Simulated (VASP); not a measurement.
# TiO2 in VASP: relaxing the cell with several functionals

Cell and atoms of TiO2 in the fluorite structure are relaxed with PBEsol and LDA. The results are then set beside those of Ansatz 0.2.0 from the same starts. This is a trial cell built on a prototype, not taken from a measured structure, and it needn't be the compound's ground state.

Code: VASP 6.6.1. PAW datasets, plane waves, zero pressure. These are computed values for a spin-unpolarised cell that may be hypothetical; none is a measurement.

## 1. The system as given

The cell comes from an earlier relaxation with PBE in another program.

It is cubic, Fm-3m (No. 225); conventional cell a = 4.830 Å, 9.39 Å³ an atom. Ti has 8 O at 2.09 Å; O has 4 Ti at 2.09 Å.

As a file:

Space group Fm-3m (No. 225). a = 4.830 Å, b = 4.830 Å, c = 4.830 Å, α = 90.00°, β = 90.00°, γ = 90.00°
```csv
atom,site,symmetry,x,y,z
Ti,4a,m-3m,0.0000,0.0000,0.0000
O,8c,-43m,0.2500,0.7500,0.7500
```

## 2. Relaxation with PBEsol

Contents of INCAR:

```
ENCUT = 600.000000
SIGMA = 0.020000
EDIFF = 1.00e-07
EDIFFG = -5.00e-03
GGA = PS
PREC = Accurate
IBRION = 2
ISIF = 3
ISMEAR = -1
NBANDS = 19
NELM = 120
NSW = 40
LASPH = .TRUE.
LCHARG = .FALSE.
LWAVE = .FALSE.
LREAL = .FALSE.
```

Contents of KPOINTS:

```
KPOINTS created by Atomic Simulation Environment
0
Gamma
8 8 8
0 0 0
```

Contents of POSCAR:

```
Ti O
 1.0000000000000000
     0.0000000000000000    2.4149673384147921    2.4149673384147921
     2.4149673384147921    0.0000000000000000    2.4149673384147921
     2.4149673384147921    2.4149673384147921    0.0000000000000000
 Ti  O
   1   2
Cartesian
  0.0000000000000000  0.0000000000000000 -0.0000000000000000
  1.2074836692073960  1.2074836692073960  1.2074836692073960
  3.6224510076221881  3.6224510076221881  3.6224510076221881
```

Potentials: the recommended PBE PAW datasets, 24 valence electrons in the neutral cell.

Started as:

```bash
> mpirun -np 1 vasp_std
```

The first run moved the cell so far that it was started again from its end, on a fresh basis. The second run's POSCAR:

```
Ti O
 1.0000000000000000
    -0.0000000000000000    2.3906786947888770    2.3906786947888770
     2.3906786947888770    0.0000000000000000    2.3906786947888770
     2.3906786947888770    2.3906786947888770    0.0000000000000000
 Ti  O
   1   2
Cartesian
  0.0000000000000000  0.0000000000000000  0.0000000000000000
  1.1953393473944385  1.1953393473944385  1.1953393473944385
  3.5860180421833157  3.5860180421833157  3.5860180421833157
```

The files below are the second run's.

Standard output, without the iteration lines:

```text
POSCAR found type information on POSCAR TiO
 POSCAR found :  2 types and       3 ions
 -----------------------------------------------------------------------------
|                                                                             |
|                                                                             |
|     You enforced a specific xc type in the INCAR file but a different       |
|     I HOPE YOU KNOW WHAT YOU ARE DOING!                                     |
|                                                                             |
 -----------------------------------------------------------------------------

 LDA part: xc-table for (Slater+PW92), standard interpolation
 POSCAR, INCAR and KPOINTS ok, starting setup
 FFT: planning ... GRIDC
 FFT: planning ... GRID_SOFT
 FFT: planning ... GRID
 WAVECAR not read
 WARNING: random wavefunctions but no delay for mixing, default for NELMDL
 entering main loop
 curvature:   0.00 expect dE= 0.000E+00 dE for cont linesearch  0.000E+00
 search vector abs. value=  0.540E-06
 reached required accuracy - stopping structural energy minimisation
```

OSZICAR:

```text
N       E                     dE             d eps       ncg     rms          rms(c)
DAV:   1     0.262940943355E+03    0.26294E+03   -0.14256E+04  1102   0.167E+03
DAV:   2    -0.139239164866E+02   -0.27686E+03   -0.26014E+03  1206   0.439E+02
DAV:   3    -0.357288879253E+02   -0.21805E+02   -0.21578E+02  1285   0.125E+02
DAV:   4    -0.364924320986E+02   -0.76354E+00   -0.76160E+00  1524   0.213E+01
DAV:   5    -0.365058596104E+02   -0.13428E-01   -0.13417E-01  1281   0.280E+00    0.209E+01
DAV:   6    -0.279713125610E+02    0.85345E+01   -0.39737E+01  1330   0.755E+01    0.905E+00
DAV:   7    -0.275886531529E+02    0.38266E+00   -0.90410E+00  1327   0.271E+01    0.602E+00
DAV:   8    -0.273826675749E+02    0.20599E+00   -0.58765E-01  1271   0.814E+00    0.307E+00
DAV:   9    -0.275037544064E+02   -0.12109E+00   -0.11020E+00  1337   0.987E+00    0.346E+00
DAV:  10    -0.273753828210E+02    0.12837E+00   -0.49383E-01  1298   0.658E+00    0.122E+00
DAV:  11    -0.273648819209E+02    0.10501E-01   -0.88023E-02  1257   0.324E+00    0.447E-01
DAV:  12    -0.273626129857E+02    0.22689E-02   -0.75850E-03  1242   0.894E-01    0.191E-01
DAV:  13    -0.273622031525E+02    0.40983E-03   -0.11157E-03  1255   0.370E-01    0.100E-01
DAV:  14    -0.273620964097E+02    0.10674E-03   -0.62137E-04  1222   0.171E-01    0.383E-02
DAV:  15    -0.273621016990E+02   -0.52893E-05   -0.22287E-05  1212   0.455E-02    0.382E-02
DAV:  16    -0.273620865952E+02    0.15104E-04   -0.44489E-05  1159   0.707E-02    0.765E-03
DAV:  17    -0.273620863551E+02    0.24009E-06   -0.27815E-06  1310   0.163E-02    0.814E-04
DAV:  18    -0.273620864178E+02   -0.62714E-07   -0.11928E-07   844   0.424E-03
   1 F= -.27362086E+02 E0= -.27362086E+02  d E =-.273621E+02
```

From OUTCAR:

```text
k-points           NKPTS =     29   k-points in BZ     NKDIM =     29   number of bands    NBANDS=     19

   NELECT =      24.0000    total number of electrons

   dimension x,y,z NGX =    28 NGY =   28 NGZ =   28
   dimension x,y,z NGXF=    56 NGYF=   56 NGZF=   56

  energy-cutoff  :      600.00
  volume of cell :       27.33
      direct lattice vectors                 reciprocal lattice vectors
     0.000000000  2.390678695  2.390678695    -0.209145629  0.209145629  0.209145629
     2.390678695  0.000000000  2.390678695     0.209145629 -0.209145629  0.209145629
     2.390678695  2.390678695  0.000000000     0.209145629  0.209145629 -0.209145629

 k-points in reciprocal lattice and weights: KPOINTS created by Atomic Simulation Env
   0.00000000  0.00000000  0.00000000       0.002
   0.12500000  0.00000000  0.00000000       0.016
   0.25000000  0.00000000  0.00000000       0.016
   0.37500000  0.00000000  0.00000000       0.016
   0.50000000  0.00000000  0.00000000       0.008
   0.12500000  0.12500000  0.00000000       0.012
   0.25000000  0.12500000  0.00000000       0.047
   0.37500000  0.12500000  0.00000000       0.047
[... 21 more k-points ...]

 E-fermi :   7.9463

 k-point     1 :       0.0000    0.0000    0.0000
  band No.  band energies     occupation
      1     -50.1100      2.00000
      2     -26.3059      2.00000
      3     -26.3059      2.00000
      4     -26.3059      2.00000
      5     -12.3568      2.00000
      6      -8.4023      2.00000
      7       1.2414      2.00000
      8       1.2414      2.00000
      9       1.2414      2.00000
     10       6.4908      2.00000
     11       6.4908      2.00000
     12       6.4908      2.00000
     13       8.4552      0.00000
     14       8.4552      0.00000
     15      12.8564      0.00000
     16      12.8564      0.00000
     17      12.8564      0.00000
     18      14.9049      0.00000
     19      21.4085      0.00000

 k-point     2 :       0.1250    0.0000    0.0000
  band No.  band energies     occupation
      1     -50.1062      2.00000
      2     -26.3473      2.00000
      3     -26.3107      2.00000
      4     -26.3107      2.00000
      5     -12.1646      2.00000
      6      -8.6316      2.00000
      7       1.3885      2.00000
      8       1.3885      2.00000
      9       1.6674      2.00000
     10       6.0579      2.00000
     11       6.0579      2.00000
     12       6.0618      2.00000
     13       8.7866      0.00000
     14       8.7866      0.00000
     15      12.3792      0.00000
     16      12.7076      0.00000
     17      12.7076      0.00000
     18      15.4552      0.00000
     19      21.3136      0.00000

 k-point     3 :       0.2500    0.0000    0.0000
  band No.  band energies     occupation
      1     -50.0973      2.00000
      2     -26.4453      2.00000
      3     -26.3224      2.00000
      4     -26.3224      2.00000
      5     -11.6667      2.00000
      6      -9.1500      2.00000
      7       1.7634      2.00000
      8       1.7634      2.00000
      9       2.6491      2.00000
     10       5.1662      2.00000
     11       5.3734      2.00000
     12       5.3734      2.00000
     13       9.0997      0.00000
     14       9.0997      0.00000
     15      11.3182      0.00000
     16      12.4675      0.00000
     17      12.4675      0.00000
     18      16.6554      0.00000
     19      21.2256      0.00000

[... the tables of k-points 4 to 29 left out ...]

  Total       -0.0033454     -0.0033454     -0.0033454      0.0000000     -0.0000000     -0.0000000
  in kB       -0.1961407     -0.1961407     -0.1961407      0.0000000     -0.0000000     -0.0000000
  external PRESSURE =      -0.1961407 kB  Pullay stress =       0.0000000 kB

 POSITION                                       TOTAL-FORCE (eV/Angst)
 -----------------------------------------------------------------------------------
      0.00000      0.00000      0.00000        -0.000000     -0.000000     -0.000000
      1.19534      1.19534      1.19534        -0.000000     -0.000000     -0.000000
      3.58602      3.58602      3.58602         0.000000      0.000000      0.000000
 -----------------------------------------------------------------------------------
    total drift:                                0.000000     -0.000000      0.000000

  FREE ENERGIE OF THE ION-ELECTRON SYSTEM (eV)
  ---------------------------------------------------
  free  energy   TOTEN  =       -27.3620864178 eV

  energy  without entropy=      -27.3620864178  energy(sigma->0) =      -27.36208642
```

CONTCAR

```
Ti O
   1.00000000000000
     0.0000000000000000    2.3906786947888770    2.3906786947888770
     2.3906786947888770    0.0000000000000000    2.3906786947888770
     2.3906786947888770    2.3906786947888770    0.0000000000000000
  Ti              O
     1     2
Direct
     0.0000000000000000    0.0000000000000000    0.0000000000000000
     0.2500000000000000    0.2500000000000000    0.2500000000000000
     0.7500000000000000    0.7500000000000000    0.7500000000000000

  0.00000000E+00  0.00000000E+00  0.00000000E+00
  0.00000000E+00  0.00000000E+00  0.00000000E+00
  0.00000000E+00  0.00000000E+00  0.00000000E+00
```

Hardware: 1 MPI rank of Intel Xeon Platinum 8488C, shared host.

|  | before | after | change |
| --- | --- | --- | --- |
| a (Å) | 4.830 | 4.781 | -1.01 % |
| volume (Å³/atom) | 9.390 | 9.109 | -2.99 % |
| shortest distance (Å) | 2.091 | 2.070 | -1.01 % |
| space group | Fm-3m | Fm-3m | same |

## 3. Relaxing with LDA

Changes to INCAR since step 2:

```diff
@@ -4,3 +4,3 @@
 EDIFFG = -5.00e-03
-GGA = PS
+GGA = CA
 PREC = Accurate
```

KPOINTS is that of step 2.

POSCAR is that of step 2.

Potentials: the recommended LDA PAW datasets, 24 valence electrons in the neutral cell.

Started as:

```bash
> mpirun -np 1 vasp_std
```

The first run moved the cell so far that it was started again from its end, on a fresh basis. The second run's POSCAR:

```
Ti O
 1.0000000000000000
    -0.0000000000000000    2.3701518887801991    2.3701518887801991
     2.3701518887801991   -0.0000000000000000    2.3701518887801991
     2.3701518887801991    2.3701518887801991   -0.0000000000000000
 Ti  O
   1   2
Cartesian
  0.0000000000000000  0.0000000000000000  0.0000000000000000
  1.1850759443900996  1.1850759443900996  1.1850759443900996
  3.5552278331702984  3.5552278331702984  3.5552278331702984
```

The files below are the second run's.

Standard output, without the iteration lines:

```text
POSCAR found type information on POSCAR TiO
 POSCAR found :  2 types and       3 ions
 LDA part: xc-table for (Slater(with rela. corr.)+CA(PZ))
 , standard interpolation
 POSCAR, INCAR and KPOINTS ok, starting setup
 FFT: planning ... GRIDC
 FFT: planning ... GRID_SOFT
 FFT: planning ... GRID
 WAVECAR not read
 WARNING: random wavefunctions but no delay for mixing, default for NELMDL
 entering main loop
 curvature:   0.00 expect dE= 0.000E+00 dE for cont linesearch  0.000E+00
 search vector abs. value=  0.315E-04
 bond charge predicted
 bond charge predicted
 curvature:  -0.22 expect dE=-0.677E-08 dE for cont linesearch -0.677E-08
 search vector abs. value=  0.314E-07
 reached required accuracy - stopping structural energy minimisation
```

OSZICAR:

```text
N       E                     dE             d eps       ncg     rms          rms(c)
DAV:   1     0.265041702464E+03    0.26504E+03   -0.14501E+04  1102   0.167E+03
DAV:   2    -0.151290989744E+02   -0.28017E+03   -0.26448E+03  1193   0.439E+02
DAV:   3    -0.373540590788E+02   -0.22225E+02   -0.21989E+02  1273   0.128E+02
DAV:   4    -0.380597660193E+02   -0.70571E+00   -0.70371E+00  1567   0.203E+01
DAV:   5    -0.380712241328E+02   -0.11458E-01   -0.11454E-01  1254   0.257E+00    0.213E+01
DAV:   6    -0.294542089903E+02    0.86170E+01   -0.41453E+01  1344   0.769E+01    0.920E+00
DAV:   7    -0.290157110714E+02    0.43850E+00   -0.94580E+00  1295   0.283E+01    0.616E+00
DAV:   8    -0.288139644214E+02    0.20175E+00   -0.51625E-01  1279   0.760E+00    0.337E+00
DAV:   9    -0.288810232566E+02   -0.67059E-01   -0.10415E+00  1354   0.952E+00    0.303E+00
DAV:  10    -0.287787764618E+02    0.10225E+00   -0.42859E-01  1311   0.624E+00    0.975E-01
DAV:  11    -0.287713010016E+02    0.74755E-02   -0.49890E-02  1244   0.249E+00    0.356E-01
DAV:  12    -0.287700963153E+02    0.12047E-02   -0.46967E-03  1252   0.649E-01    0.151E-01
DAV:  13    -0.287698900948E+02    0.20622E-03   -0.39682E-04  1243   0.234E-01    0.965E-02
DAV:  14    -0.287697570397E+02    0.13306E-03   -0.56507E-04  1321   0.172E-01    0.266E-02
DAV:  15    -0.287697638923E+02   -0.68526E-05   -0.25450E-05  1228   0.535E-02    0.316E-02
DAV:  16    -0.287697559727E+02    0.79196E-05   -0.11231E-05  1210   0.353E-02    0.162E-02
DAV:  17    -0.287697533115E+02    0.26612E-05   -0.10191E-05  1222   0.327E-02    0.120E-03
DAV:  18    -0.287697533271E+02   -0.15645E-07   -0.33851E-07  1225   0.501E-03
   1 F= -.28769753E+02 E0= -.28769753E+02  d E =-.287698E+02
       N       E                     dE             d eps       ncg     rms          rms(c)
DAV:   1    -0.287700293633E+02   -0.27605E-03   -0.70787E-03  1266   0.101E+00    0.153E-01
DAV:   2    -0.287697809555E+02    0.24841E-03   -0.80780E-04  1237   0.358E-01    0.558E-02
DAV:   3    -0.287697512410E+02    0.29714E-04   -0.40437E-04  1216   0.131E-01    0.293E-02
DAV:   4    -0.287697418582E+02    0.93828E-05   -0.81591E-05  1508   0.951E-02    0.121E-02
DAV:   5    -0.287697440458E+02   -0.21877E-05   -0.50010E-06  1240   0.188E-02    0.871E-03
DAV:   6    -0.287697472702E+02   -0.32244E-05   -0.56699E-06  1306   0.142E-02    0.786E-03
DAV:   7    -0.287697477159E+02   -0.44566E-06   -0.22140E-06  1212   0.146E-02    0.978E-04
DAV:   8    -0.287697477595E+02   -0.43589E-07   -0.16478E-07  1116   0.277E-03
   2 F= -.28769748E+02 E0= -.28769748E+02  d E =0.556767E-05
       N       E                     dE             d eps       ncg     rms          rms(c)
DAV:   1    -0.287698547059E+02   -0.10699E-03   -0.23921E-03  1266   0.588E-01    0.887E-02
DAV:   2    -0.287697709802E+02    0.83726E-04   -0.27208E-04  1245   0.208E-01    0.324E-02
DAV:   3    -0.287697609728E+02    0.10007E-04   -0.13580E-04  1233   0.755E-02    0.170E-02
DAV:   4    -0.287697578411E+02    0.31317E-05   -0.27363E-05  1532   0.552E-02    0.703E-03
DAV:   5    -0.287697585762E+02   -0.73509E-06   -0.16677E-06  1240   0.109E-02    0.506E-03
DAV:   6    -0.287697596734E+02   -0.10972E-05   -0.19155E-06  1306   0.826E-03    0.454E-03
DAV:   7    -0.287697598202E+02   -0.14675E-06   -0.74270E-07  1209   0.846E-03    0.565E-04
DAV:   8    -0.287697598341E+02   -0.13960E-07   -0.50402E-08   898   0.160E-03
   3 F= -.28769760E+02 E0= -.28769760E+02  d E =-.650701E-05
```

OUTCAR, selected sections:

```text
k-points           NKPTS =     29   k-points in BZ     NKDIM =     29   number of bands    NBANDS=     19

   NELECT =      24.0000    total number of electrons

   dimension x,y,z NGX =    28 NGY =   28 NGZ =   28
   dimension x,y,z NGXF=    56 NGYF=   56 NGZF=   56

  energy-cutoff  :      600.00
  volume of cell :       26.64
      direct lattice vectors                 reciprocal lattice vectors
     0.000000000  2.370560386  2.370560386    -0.210920592  0.210920592  0.210920592
     2.370560386 -0.000000000  2.370560386     0.210920592 -0.210920592  0.210920592
     2.370560386  2.370560386  0.000000000     0.210920592  0.210920592 -0.210920592

 k-points in reciprocal lattice and weights: KPOINTS created by Atomic Simulation Env
   0.00000000  0.00000000  0.00000000       0.002
   0.12500000  0.00000000  0.00000000       0.016
   0.25000000  0.00000000  0.00000000       0.016
   0.37500000  0.00000000  0.00000000       0.016
   0.50000000  0.00000000  0.00000000       0.008
   0.12500000  0.12500000  0.00000000       0.012
   0.25000000  0.12500000  0.00000000       0.047
   0.37500000  0.12500000  0.00000000       0.047
[... 21 more k-points ...]

 E-fermi :   7.9718

 k-point     1 :       0.0000    0.0000    0.0000
  band No.  band energies     occupation
      1     -49.4155      2.00000
      2     -25.9000      2.00000
      3     -25.9000      2.00000
      4     -25.9000      2.00000
      5     -12.1595      2.00000
      6      -7.9713      2.00000
      7       1.2247      2.00000
      8       1.2247      2.00000
      9       1.2247      2.00000
     10       6.6378      2.00000
     11       6.6378      2.00000
     12       6.6378      2.00000
     13       8.5756      0.00000
     14       8.5756      0.00000
     15      13.2004      0.00000
     16      13.2004      0.00000
     17      13.2004      0.00000
     18      15.3089      0.00000
     19      21.6586      0.00000

 k-point     2 :       0.1250    0.0000    0.0000
  band No.  band energies     occupation
      1     -49.4111      2.00000
      2     -25.9477      2.00000
      3     -25.9056      2.00000
      4     -25.9056      2.00000
      5     -11.9550      2.00000
      6      -8.2242      2.00000
      7       1.3759      2.00000
      8       1.3759      2.00000
      9       1.6795      2.00000
     10       6.1799      2.00000
     11       6.1799      2.00000
     12       6.2124      2.00000
     13       8.9339      0.00000
     14       8.9339      0.00000
     15      12.7028      0.00000
     16      13.0438      0.00000
     17      13.0438      0.00000
     18      15.8376      0.00000
     19      21.6115      0.00000

 k-point     3 :       0.2500    0.0000    0.0000
  band No.  band energies     occupation
      1     -49.4004      2.00000
      2     -26.0602      2.00000
      3     -25.9189      2.00000
      4     -25.9189      2.00000
      5     -11.4278      2.00000
      6      -8.7836      2.00000
      7       1.7609      2.00000
      8       1.7609      2.00000
      9       2.7161      2.00000
     10       5.3161      2.00000
     11       5.4749      2.00000
     12       5.4749      2.00000
     13       9.2677      0.00000
     14       9.2677      0.00000
     15      11.6105      0.00000
     16      12.7910      0.00000
     17      12.7910      0.00000
     18      16.9759      0.00000
     19      21.6190      0.00000

[... the tables of k-points 4 to 29 left out ...]

  Total       -0.0008055     -0.0008055     -0.0008055     -0.0000000     -0.0000000      0.0000000
  in kB       -0.0484385     -0.0484385     -0.0484385     -0.0000000     -0.0000000      0.0000000
  external PRESSURE =      -0.0484385 kB  Pullay stress =       0.0000000 kB

 POSITION                                       TOTAL-FORCE (eV/Angst)
 -----------------------------------------------------------------------------------
      0.00000     -0.00000      0.00000         0.000000      0.000000      0.000000
      1.18528      1.18528      1.18528         0.000000      0.000000      0.000000
      3.55584      3.55584      3.55584        -0.000000     -0.000000     -0.000000
 -----------------------------------------------------------------------------------
    total drift:                                0.000000      0.000000      0.000000

  FREE ENERGIE OF THE ION-ELECTRON SYSTEM (eV)
  ---------------------------------------------------
  free  energy   TOTEN  =       -28.7697598341 eV

  energy  without entropy=      -28.7697598341  energy(sigma->0) =      -28.76975983
```

CONTCAR

```
Ti O
   1.00000000000000
     0.0000000000000000    2.3705603860029330    2.3705603860029330
     2.3705603860029330   -0.0000000000000000    2.3705603860029330
     2.3705603860029330    2.3705603860029330    0.0000000000000000
  Ti              O
     1     2
Direct
     0.0000000000000000    0.0000000000000000    0.0000000000000000
     0.2500000000000000    0.2500000000000000    0.2500000000000000
     0.7500000000000000    0.7500000000000000    0.7500000000000000

  0.00000000E+00  0.00000000E+00  0.00000000E+00
  0.00000000E+00  0.00000000E+00  0.00000000E+00
  0.00000000E+00  0.00000000E+00  0.00000000E+00
```

Hardware: 1 MPI rank of Intel Xeon Platinum 8488C, shared host.

Step by step:

```tsv
step	energy change (meV/atom)	largest force (eV/Å)	pressure (GPa)	volume (Å³/atom)
1	0.0	0.0000	0.15	8.876
2	0.0	0.0000	-0.20	8.887
3	0.0	0.0000	0.00	8.881
```

```
                       before  after   change
                a (Å)   4.830  4.741  -1.84 %
     volume (Å³/atom)   9.390  8.881  -5.42 %
shortest distance (Å)   2.091  2.053  -1.84 %
          space group   Fm-3m  Fm-3m     same
```

## 4. What came out

| level | a (Å) | volume (Å³/atom) | space group | Ansatz: volume (Å³/atom) |
| --- | --- | --- | --- | --- |
| PBEsol | 4.781 | 9.109 | Fm-3m | 9.086 |
| LDA | 4.741 | 8.881 | Fm-3m | 8.846 |

What this shows: The PBEsol run changed the volume by -3.0 % from its own start of 9.39 Å³/atom. LDA gives the smallest cell and PBEsol the largest, 2.6 % apart in volume. The two programs differ by at most 0.40 % in volume, much less than the spread of the functionals. Datasets and cutoffs are each program's own. LDA means the Perdew–Zunger form in VASP and the Perdew–Wang form in Ansatz.
